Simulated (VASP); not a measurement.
Data:

```
LiI
1.0
    0.00000     2.90247     2.90247
    2.90247     0.00000     2.90247
    2.90247     2.90247     0.00000
Li I
1 1
Direct
  0.00000   0.00000   0.00000
  0.50000   0.50000   0.50000
```

These are LDA (Ceperley-Alder, Perdew-Zunger), VASP's LDA PAW potentials (set 64) (plane waves; VASP 6.6.1) values and carry that method's errors. Numerical set-up: 520 eV cut-off, 9×9×9 Γ-centred mesh, tetrahedra with Blöchl corrections, potentials Li_sv I.

Estimate the energy per atom (σ→0).

```
Quantity                       Result
---------------------  --------------
energy per atom (σ→0)  -3281 meV/atom
```

Total energies compare only between runs with the same potentials, cut-off and functional.

The compound is LiI in the rock salt structure. It was relaxed first, which changed the volume by -10 %.
